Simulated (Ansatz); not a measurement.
# TaO2 monolayer (2H): following an unstable mode, part 2 of 2

Wanted: the energy along a soft mode of TaO2 monolayer (2H) and the structure at the end.

Ansatz 0.2.0; DFT PBE, scalar-relativistic, plane waves, PAW.

So far, highest frequency on the path or at a solved wavevector (cm⁻¹): step 2 (the dispersion) 673. Also lowest frequency on the path (cm⁻¹): step 2 -415.

## Step 6: Relaxing from the distorted cell

Starting from the lowest point found, all atoms and the cell are let go, so that strain and other modes of the same symmetry can join in.

Input file input.yaml:

```yaml
crystal:
  lattice:
    - [2.9759263965, 0.0, 0.0]
    - [-1.4879631983, 2.5772278592, 0.0]
    - [0.0, 0.0, 28.7]
  atoms:
    - { symbol: Ta, position: [0.3319610414, 0.6639220828, 0.3484320557] }
    - { symbol: O, position: [0.6744269429, 0.3488538857, 0.3895865117] }
    - { symbol: O, position: [0.6744269429, 0.3488538857, 0.3072775997] }
  periodic: [true, true, false]
kpoints:
  mp_grid: { grid: [18, 18, 1] }
hamiltonian:
  xc: pbe
scf:
  occupations: { method: methfessel_paxton, width: 0.15 }
output:
  forces: true
  stress: true
  eigenvalues: true
relax:
  adjacent_minimum: "off"
  f_tol: 0.002
  max_steps: 120
  cell: { stress_2d_tol: 0.005 }
```

Command:

```sh
$ ansatz run input.yaml --threads 8 --pin off --max-ram 14336MiB --backend cpu --events-out ev --progress --plain --runs-dir out
```

Numbers of over 12 decimals in the logs are rounded to 6 here.

Log:

```text
[...]
Crystal: 3 atoms, lattice volume = 220.119 Å³
Basis set: ecut = 420 eV, 4187 PW (Γ), exchange–correlation on 40×40×384 points (8 copies of the dense FFT grid, shifted against one another)
Bands: 17, of which v1, the nominal top of the filled ones, is band 13 counted from 1 (12 counted from 0)
Symmetry: 4 space group operations
[...]
k-points: 91 of 324 (time reversal used)
[...]
SCF iter   1: F=—  HF=-11069.080999 eV  |F-HF|=—  |Δ(HF+E_count)|=         —  Δρ=3.19e-3  dr2=1.13e-2  ethr=1.77e-3  ⟨swp⟩=11.6  Hψ=13282  notcnv=0
[...]
SCF iter   6: F=-11069.083021 eV  HF=-11069.083020 eV  |F-HF|=6.16e-7  |Δ(HF+E_count)|=   1.94e-6  S|Δr|=    0.00e0  Δρ=7.84e-6  dr2=4.86e-8  ethr=4.00e-10  ⟨swp⟩=16.1  Hψ=12567  notcnv=0
SCF 1 converged in 6 iterations: F = -11069.083021 eV  dr2 = 4.86e-8
[...]
relax step   1: F+E_penalty+E_count = -11069.08302064 eV  Δ(F+E_penalty+E_count) = +0.000e0 eV  max|allowed force component| = 1.709e-1 eV/Å  Δτ_max = 0.0000 Å  P = +0.062 N/m  Ω = 220.119 Å³  fix = [c, alpha, beta]  reactions: c +0.000 N/m  (6 SCF iters, dr2 threshold 1.00e-7 eV, accepted)
Crystal: 3 atoms, lattice volume = 219.890 Å³
Basis set: ecut = 420 eV, 4183 PW (Γ), exchange–correlation on 40×40×384 points (8 copies of the dense FFT grid, shifted against one another)
[...]
iter 1 solved again at ethr=2.97e-6 eV; its pass at ethr=3.10e-3 eV (dr2=7.43e-4 eV) is discarded
[...]
SCF iter   5: F=-11069.086982 eV  HF=-11069.086981 eV  |F-HF|=3.44e-7  |Δ(HF+E_count)|=   8.31e-7  S|Δr|=    0.00e0  Δρ=5.46e-6  dr2=7.56e-8  ethr=1.20e-9  ⟨swp⟩=12.3  Hψ=10507  notcnv=0
SCF 2 converged in 5 iterations: F = -11069.086982 eV  dr2 = 7.56e-8
relax step   2: F+E_penalty+E_count = -11069.08698157 eV  Δ(F+E_penalty+E_count) = -3.961e-3 eV  max|allowed force component| = 8.791e-2 eV/Å  Δτ_max = 0.0094 Å  P = +0.044 N/m  Ω = 219.890 Å³  energy of the carried Pulay correction = +1.611e-4 eV  fix = [c, alpha, beta]  reactions: c +0.000 N/m  (5 SCF iters, dr2 threshold 3.00e-7 eV, accepted)
Crystal: 3 atoms, lattice volume = 219.993 Å³
[...]
SCF iter   3: F=-11069.087153 eV  HF=-11069.087152 eV  |F-HF|=3.18e-7  |Δ(HF+E_count)|=   4.95e-7  S|Δr|=    0.00e0  Δρ=8.36e-6  dr2=1.11e-7  ethr=1.20e-9  ⟨swp⟩=9.4  Hψ=11889  notcnv=0
SCF 3 converged in 3 iterations: F = -11069.087153 eV  dr2 = 1.11e-7
relax step   3: F+E_penalty+E_count = -11069.08715279 eV  Δ(F+E_penalty+E_count) = -1.712e-4 eV  max|allowed force component| = 4.482e-2 eV/Å  Δτ_max = 0.0025 Å  P = -0.026 N/m  Ω = 219.993 Å³  energy of the carried Pulay correction = +8.812e-5 eV  fix = [c, alpha, beta]  reactions: c +0.000 N/m  (3 SCF iters, dr2 threshold 3.00e-7 eV, accepted)
[... from here on, the SCF cycles and remarks between the steps are left out ...]
relax step   4: F+E_penalty+E_count = -11069.08736018 eV  Δ(F+E_penalty+E_count) = -2.074e-4 eV  max|allowed force component| = 9.980e-3 eV/Å  Δτ_max = 0.0027 Å  P = +0.064 N/m  Ω = 219.851 Å³  energy of the carried Pulay correction = +1.881e-4 eV  fix = [c, alpha, beta]  reactions: c +0.000 N/m  (4 SCF iters, dr2 threshold 1.26e-7 eV, accepted)
relax step   5: F+E_penalty+E_count = -11069.08726511 eV  Δ(F+E_penalty+E_count) = +9.507e-5 eV  max|allowed force component| = 5.360e-3 eV/Å  Δτ_max = 0.0008 Å  P = -0.017 N/m  Ω = 220.004 Å³  energy of the carried Pulay correction = +8.088e-5 eV  fix = [c, alpha, beta]  reactions: c +0.000 N/m  (4 SCF iters, dr2 threshold 7.90e-9 eV, accepted)
relax step   6: F+E_penalty+E_count = -11069.08728240 eV  Δ(F+E_penalty+E_count) = -1.730e-5 eV  max|allowed force component| = 3.449e-3 eV/Å  Δτ_max = 0.0004 Å  P = -0.016 N/m  Ω = 219.982 Å³  energy of the carried Pulay correction = +9.634e-5 eV  fix = [c, alpha, beta]  reactions: c +0.000 N/m  (4 SCF iters, dr2 threshold 1.80e-9 eV, accepted)
relax step   7: F+E_penalty+E_count = -11069.08730290 eV  Δ(F+E_penalty+E_count) = -2.050e-5 eV  max|allowed force component| = 8.087e-4 eV/Å  Δτ_max = 0.0001 Å  P = +0.010 N/m  Ω = 219.953 Å³  energy of the carried Pulay correction = +1.164e-4 eV  fix = [c, alpha, beta]  reactions: c +0.000 N/m  (4 SCF iters, dr2 threshold 7.43e-10 eV, accepted)
relax step   8: F+E_penalty+E_count = -11069.08729444 eV  Δ(F+E_penalty+E_count) = +8.461e-6 eV  max|allowed force component| = 2.610e-5 eV/Å  Δτ_max = 0.0000 Å  P = +0.000 N/m  Ω = 219.965 Å³  energy of the carried Pulay correction = +1.078e-4 eV  fix = [c, alpha, beta]  reactions: c +0.000 N/m  (4 SCF iters, dr2 threshold 2.11e-10 eV, accepted)
relax step   9: F+E_penalty+E_count = -11069.08725893 eV  Δ(F+E_penalty+E_count) = +3.551e-5 eV  max|allowed force component| = 7.724e-5 eV/Å  Δτ_max = 0.0000 Å  P = -0.001 N/m  Ω = 219.965 Å³  fix = [c, alpha, beta]  reactions: c +0.000 N/m  stress off target by 2.85e-2 N/m on what of the cell is left free  SCF on the basis re-selected at this cell (its energy is not comparable with the rows above)  (7 SCF iters)
relax step  10: F+E_penalty+E_count = -11069.08726773 eV  Δ(F+E_penalty+E_count) = -8.799e-6 eV  max|allowed force component| = 7.230e-4 eV/Å  Δτ_max = 0.0000 Å  P = +0.002 N/m  Ω = 219.956 Å³  energy of the carried Pulay correction = +6.341e-6 eV  fix = [c, alpha, beta]  reactions: c +0.000 N/m  (3 SCF iters, dr2 threshold 1.33e-9 eV, accepted)
relax step  11: F+E_penalty+E_count = -11069.08726060 eV  Δ(F+E_penalty+E_count) = +7.130e-6 eV  max|allowed force component| = 3.446e-3 eV/Å  Δτ_max = 0.0003 Å  P = -0.005 N/m  Ω = 219.966 Å³  energy of the carried Pulay correction = -2.669e-7 eV  fix = [c, alpha, beta]  (5 SCF iters, dr2 threshold 9.72e-11 eV, rejected (line search))
relax step  12: F+E_penalty+E_count = -11069.08726679 eV  Δ(F+E_penalty+E_count) = +9.394e-7 eV  max|allowed force component| = 6.492e-5 eV/Å  Δτ_max = 0.0001 Å  P = +0.000 N/m  Ω = 219.958 Å³  energy of the carried Pulay correction = +5.267e-6 eV  fix = [c, alpha, beta]  reactions: c +0.000 N/m  (7 SCF iters, accepted)
[...]
SCF iter   1: F=—  HF=-11069.087170 eV  |F-HF|=—  |Δ(HF+E_count)|=         —  Δρ=1.28e-6  dr2=2.51e-9  ethr=2.80e-7  ⟨swp⟩=6.8  Hψ=22194  notcnv=0
eigensolver tolerance schedule: the retry pair's looser diagonalisation over-reported the residual by 27866.51 of it (diagonalisation noise at an unbounded share of the residual, at the tolerance the schedule requests for it); recorded, not acted on — ethr = c·dr2/N_el stays at c = 1.0e-1
[...]
SCF iter   2: F=—  HF=-11069.087266 eV  |F-HF|=—  |Δ(HF+E_count)|=   9.66e-5  S|Δr|=    0.00e0  Δρ=1.47e-6  dr2=4.22e-9  ethr=1.01e-11  ⟨swp⟩=7.3  Hψ=7095  notcnv=0
[...]
SCF iter   7: F=-11069.087266 eV  HF=-11069.087266 eV  |F-HF|=1.27e-11  |Δ(HF+E_count)|=  2.18e-11  S|Δr|=    0.00e0  Δρ=3.76e-9  dr2=3.51e-14  ethr=1.00e-12  ⟨swp⟩=9.4  Hψ=11415  notcnv=0
SCF 13 converged in 7 iterations: F = -11069.087266 eV  dr2 = 3.51e-14
relax step  13: F+E_penalty+E_count = -11069.08726629 eV  Δ(F+E_penalty+E_count) = +4.960e-7 eV  max|allowed force component| = 6.663e-5 eV/Å  Δτ_max = 0.0000 Å  P = +0.000 N/m  Ω = 219.958 Å³  fix = [c, alpha, beta]  reactions: c +0.000 N/m  stress off target by 2.97e-3 N/m on what of the cell is left free  SCF on the basis re-selected at this cell (its energy is not comparable with the rows above)  (7 SCF iters)
[...]
SCF converged after 7 iterations
[...]
Free energy (F): -11069.087266 eV
[...]
Internal energy: -11069.086953 eV  (E = F + TS)
E sigma→0 (E₀):  -11069.087188 eV
Entropy (-TS):   -0.000314 eV (-0.105 meV/atom)
Fermi energy:    -6.812354 eV
Step filling:    the computed levels leave a gap of 0.0095 eV = 0.1 smearing widths at the electron count; against every level under it full and every level over it empty, smearing changes F+E_penalty+E_count by -0.204 meV and its σ→0 estimate by -0.126 meV
[...]
--- Forces (eV/Å), atoms counted from 1 ---
  atom   1  Ta     0.00000000    -0.00006662     0.00000000
  atom   2  O     -0.00000000     0.00003333     0.00000877
  atom   3  O     -0.00000000     0.00003333    -0.00000877
  max |Σ_I F_I| component: 3.38e-8 eV/Å
--- 2D stress c σ (N/m, compression-positive) ---
        0.002972       0.000000       0.000000
        0.000000      -0.002650       0.000000
        0.000000       0.000000       0.000000
  P = ½ c Tr σ = 0.0002 N/m
--- Band table (eV; the first three rows and the last of 91) ---
  k-point 0: bands = [... 9 lower, -10.7359, -10.0779, -9.0511, -5.0383, -3.5206, -3.3188, -2.6656, -2.5339]
  k-point 1: bands = [... 9 lower, -10.7808, -10.1712, -9.0028, -5.0573, -3.4246, -3.2960, -2.7405, -2.4701]
  k-point 2: bands = [... 9 lower, -10.9065, -10.3987, -8.9134, -5.2319, -3.2231, -3.0199, -2.8795, -2.3095]
  k-point 90: bands = [... 9 lower, -10.5757, -10.5666, -8.9867, -7.2691, -3.2542, -1.4422, -1.2165, -0.3120]
--- Relaxed structure (11 steps of the walk, 10 accepted, 2 SCFs on fresh bases) ---
  F+E_penalty+E_count = -11069.08726629 eV   max|allowed force component| = 6.663e-5 eV/Å   (the final SCF, on the basis selected at the relaxed cell)
  cell:  # Å, volume = 219.9577 Å³
    - [2.993437, 2.9037245263841816e-11, 0.0]
    - [-1.496719, 2.560278, 0.0]
    - [0.0, 0.0, 28.7]
  atoms:
    - { symbol: Ta, position: [0.329170, 0.658341, 0.3484320557] }
    - { symbol: O, position: [0.675822, 0.351645, 0.389697] }
    - { symbol: O, position: [0.675822, 0.351645, 0.307167] }
```

Run time: 66 s. Hardware: 8 threads of Arm Neoverse V2, shared host; peak memory 0.77 GiB; 8.3 min of CPU time.

The steps of the relaxation:

```tsv
step	energy less that of the first step (eV)	largest force component (eV/Å)	volume (Å³)
1	0.0000	0.1709	220.12
2	-0.0040	0.0879	219.89
3	-0.0041	0.0448	219.99
4	-0.0043	0.0100	219.85
5	-0.0042	0.0054	220.00
6	-0.0043	0.0034	219.98
7	-0.0043	0.0008	219.95
8	-0.0043	0.0000	219.97
9*	-0.0042	0.0001	219.97
10	-0.0042	0.0007	219.96
11	-0.0042	0.0034	219.97
12	-0.0042	0.0001	219.96
13*	-0.0042	0.0001	219.96
```

Relaxation steps marked * repeat the geometry before them on a plane-wave basis chosen anew for their cell, so energy and pressure can jump there. Relaxation step 11 was tried and not accepted.

Forces are held to the 4 operations that the run works with; a distortion that breaks them can't arise in this run.

```tsv
cell as run	before	after	change
a (Å)	2.976	2.993	+0.6 %
b (Å)	2.976	2.966	-0.3 %
γ (°)	120.00	120.31	+0.3 %
```

The atoms that moved most (Å, along periodic axes as changes of fractional coordinates times the final cell, across vacuum about the mean position):

```tsv
atom	dx	dy	dz	length
Ta1	0.000	-0.014	0.000	0.014
O2	0.000	0.007	0.003	0.008
O3	0.000	0.007	-0.003	0.008
```

Final coordinates:

```cif
data_structure
_symmetry_space_group_name_H-M 'P 1'
_symmetry_Int_Tables_number 1
_cell_length_a 2.9934
_cell_length_b 2.9657
_cell_length_c 28.7000
_cell_angle_alpha 90.000
_cell_angle_beta 90.000
_cell_angle_gamma 120.310
_cell_volume 219.96
loop_
_atom_site_label
_atom_site_type_symbol
_atom_site_fract_x
_atom_site_fract_y
_atom_site_fract_z
_atom_site_occupancy
Ta1 Ta 0.32917 0.65834 0.34843 1
O2 O 0.67582 0.35164 0.38970 1
O3 O 0.67582 0.35164 0.30717 1
```

Numbers from this step:

```
area per atom : 2.555 Å²
```

The distorted start has space group Amm2; the relaxation ends in Amm2.

## Step 7: The new phase in its own primitive cell

The relaxed structure is symmetrised, reduced to its primitive cell and relaxed tightly, as its phonons need.

input.yaml, the sections that differ from step 6:

```yaml
crystal:
  lattice:
    - [2.9934370072, 0.0, 0.0]
    - [-1.4967185036, 2.5602780342, 0.0]
    - [0.0, 0.0, 28.7]
  atoms:
    - { symbol: Ta, position: [0.329170273, 0.658340546, 0.3484320557] }
    - { symbol: O, position: [0.675822327, 0.3516446541, 0.3896969273] }
    - { symbol: O, position: [0.675822327, 0.3516446541, 0.3071671841] }
  periodic: [true, true, false]
kpoints:
  mp_grid: { grid: [16, 16, 1] }
relax:
  adjacent_minimum: "off"
  f_tol: 0.001
  max_steps: 60
  cell: { stress_2d_tol: 0.002 }
# hamiltonian, scf, output: as in step 6
```

Log:

```text
[...]
Crystal: 3 atoms, lattice volume = 219.958 Å³
Basis set: ecut = 420 eV, 4187 PW (Γ), exchange–correlation on 48×40×384 points (8 copies of the dense FFT grid, shifted against one another)
Bands: 17, of which v1, the nominal top of the filled ones, is band 13 counted from 1 (12 counted from 0)
Symmetry: 4 space group operations
[...]
k-points: 73 of 256 (time reversal used)
[...]
--- Relaxed structure (5 steps of the walk, 5 accepted, 1 SCFs on fresh bases) ---
[...]
cell:  # Å, volume = 219.8958 Å³
    - [2.993123, 0, 0]
    - [-1.496562, 2.559826, 0]
    - [0, 0, 28.7]
  atoms:
    - { symbol: Ta, position: [0.328553, 0.657105, 0.348432] }
    - { symbol: O, position: [0.676131, 0.352262, 0.389723] }
    - { symbol: O, position: [0.676131, 0.352262, 0.307141] }
[key lines of the parts left out:]
SCF converged after 7 iterations
Free energy (F): -11069.088003 eV
Fermi energy:    -6.823128 eV
P = ½ c Tr σ = 0.0000 N/m
```

Wall time 26 s (8 threads); peak memory 0.73 GiB.

Little changed from the start: no atom moved by 0.005 Å and no cell edge by 0.1 %.

This step gave:

```yaml
area_per_atom: 2.554 Å²
```

The largest force component left is 0.23 meV/Å, within the tolerances set.

## Step 8: Modes of the new phase, k-mesh 16×16×1

A relaxed structure may still be a saddle point, so its zone-centre modes are computed. No field response is asked, since the mesh shows no gap.

input.yaml, the sections that differ from step 7:

```yaml
crystal:
  lattice:
    - [2.9931233058, 0.0, 0.0]
    - [-1.4965616529, 2.5598258145, 0.0]
    - [0.0, 0.0, 28.7]
  atoms:
    - { symbol: Ta, position: [0.3285525811, 0.6571051623, 0.3484320557] }
    - { symbol: O, position: [0.676131173, 0.352262346, 0.3897228629] }
    - { symbol: O, position: [0.676131173, 0.352262346, 0.3071412485] }
  periodic: [true, true, false]
output:
  eigenvalues: true
phonons:
  method: dfpt
# kpoints, hamiltonian, scf: as in step 7
# relax: removed
```

Log:

```text
[...]
Crystal: 3 atoms, lattice volume = 219.896 Å³
Basis set: ecut = 420 eV, 4183 PW (Γ), exchange–correlation on 48×48×384 points (8 copies of the dense FFT grid, shifted against one another)
Bands: 17, of which v1, the nominal top of the filled ones, is band 13 counted from 1 (12 counted from 0)
Symmetry: 4 space group operations
k-points: 73 of 256 (irreducible under 2 space group operations, time reversal used)
[...]
SCF iter   1: F=—  HF=-11069.086020 eV  |F-HF|=—  |Δ(HF+E_count)|=         —  Δρ=3.31e-3  dr2=1.09e-2  ethr=1.77e-3  ⟨swp⟩=11.7  Hψ=10702  notcnv=0
[...]
SCF iter   9: F=-11069.088003 eV  HF=-11069.088003 eV  |F-HF|=1.29e-10  |Δ(HF+E_count)|=   3.88e-9  S|Δr|=    0.00e0  Δρ=6.50e-8  dr2=7.72e-12  ethr=1.00e-12  ⟨swp⟩=16.9  Hψ=11276  notcnv=0
SCF 1 converged in 9 iterations: F = -11069.088003 eV  dr2 = 7.72e-12
[...]
DFPT response loops at Γ: preconditioner auto → none (partly filled bands, converged f_vac=0.812); β = 0.50; Broyden in place of MSR1
SCF converged after 9 iterations
[...]
Free energy (F): -11069.088003 eV
[...]
Internal energy: -11069.088407 eV  (E = F + TS)
E sigma→0 (E₀):  -11069.088104 eV
Entropy (-TS):   0.000404 eV (0.135 meV/atom)
Fermi energy:    -6.823125 eV
[...]
--- Band table (eV; the first three rows and the last of 73) ---
  k-point 0: bands = [... 9 lower, -10.7580, -10.0572, -9.0563, -5.0524, -3.5366, -3.3462, -2.6971, -2.5088]
  k-point 1: bands = [... 9 lower, -10.8140, -10.1756, -8.9967, -5.0779, -3.4095, -3.3166, -2.7868, -2.4327]
  k-point 2: bands = [... 9 lower, -10.9684, -10.4532, -8.8992, -5.3105, -3.2204, -2.9317, -2.8917, -2.2335]
  k-point 72: bands = [... 9 lower, -10.5844, -10.5640, -8.9908, -7.2991, -3.2756, -1.4263, -1.2316, -0.3339]
--- Phonons (Γ-DFPT): 9 representative perturbations + reference, on 73 of 256 k-points (Σ response iterations 47) ---
  ASR residual: 6.494e-5 → 0.000e0 eV/Å²; symmetrization residual: 7.293e-6 eV/Å²
[...]
ASR residual per site (eV/Å²): 6.49e-5 5.20e-5 3.68e-5
  Γ frequencies (cm⁻¹): -241.43 0.00 0.00 0.00 304.55 373.57 383.72 606.45 682.53
  non-analytic LO–TO correction: not included (Born effective charges unavailable; polar crystals: no LO–TO splitting at Γ)
```

Wall time 43 s (8 threads); peak memory 1.2 GiB; 5.1 min of CPU time.

This step gave:

```
sum-rule residual before enforcement                    : 6.49e-5 eV/Å²
point group                                             : mm2
highest optical mode at the zone centre (no LO-TO term) : 682.5 cm⁻¹
lowest optical zone-centre mode                         : -241.4 cm⁻¹
```

Patterns of degenerate modes are one choice out of their space. The modes at Γ (shares of kinetic energy by element, %) (negative means imaginary):

```tsv
mode	frequency (cm⁻¹)	symmetry	Ta %	O %
1	-241.4	B2	15	85
2	0.0	acoustic	85	15
3	0.0	acoustic	85	15
4	0.0	acoustic	85	15
5	304.6	B1	0	100
6	373.6	A1	15	85
7	383.7	A2	0	100
8	606.5	B1	15	85
9	682.5	A1	0	100
```

Displacements in mode 1 (-241.4 cm⁻¹), the largest set to 1:
```
Ta1 -0.18  0.00  0.00
O2   1.00  0.00  0.00
O3   1.00  0.00  0.00
```

Displacements in mode 9 (682.5 cm⁻¹), the largest set to 1:
```
Ta1  0.00 -0.02  0.00
O2   0.00  0.09 -1.00
O3   0.00  0.09  1.00
```

Before it was imposed, the acoustic sum rule was missed by 6.5e-5 eV/Å². Small misses are needed for a sound result but don't prove that mesh and cutoff are converged. The lowest optical mode is imaginary, 241.4i cm⁻¹, so the energy falls along it.

## Step 9: Results

```json
{"unstable mode of the parent": "q = (0, 0, 0), 385i cm⁻¹", "depth at the lowest point sampled": "3.36 meV/atom", "largest atomic shift at that point": "0.04 Å", "space group reached (within 0.01 Å)": "Amm2", "energy gained over the parent (first relaxation, on the mesh of the frozen mode)": "4.79 meV/atom", "area per atom, phase reached": "2.55 Å²", "lowest optical zone-centre mode, phase reached": "-241 cm⁻¹", "highest optical mode at the zone centre (no LO-TO term), phase reached": "683 cm⁻¹"}
```

In words: Along this mode the structure falls into Amm2, 4.79 meV/atom below the parent. At the parent's cell the well is 3.356 meV/atom deep on the steps tried, with its lowest point at a shift of 0.04 Å. Relaxing atoms and cell changes the gain by +1.43 meV/atom against the lowest step (energies at zero smearing). The new phase still has an imaginary mode at the zone centre of its cell, so it is a saddle point on the way to a lower structure. Of the 2 patterns followed to their end from this parent, this one ends 2.06 meV/atom above the lowest, Amm2. Each path keeps the symmetry of its pattern, so a lower phase may lie along a pattern not tried. With no gap, or one that is small against the smearing, the frequencies hang on the k mesh and the smearing, most of all near Kohn anomalies. The phonon runs are without spin polarisation, although the cell has an odd electron count. In a sheet or slab the interpolated bending branch near Γ is rough, since the rotational sum rule isn't imposed. Spin-orbit coupling is left out, which can matter for the heavy elements here. A phonon run warned that its eigensolver left some bands unconverged in a pass. The starting cell was built on a prototype and not taken from a measurement.

[Logs are printed without paths, hosts, clocks, repeated set-up lines and the standing remarks that a program may print on its own settings, such as how far it seeks lower states.]

[Hosts, paths, dates, database ids (printed as entryN), source tags and the programs' standing remarks are cut or masked in the printed files.]
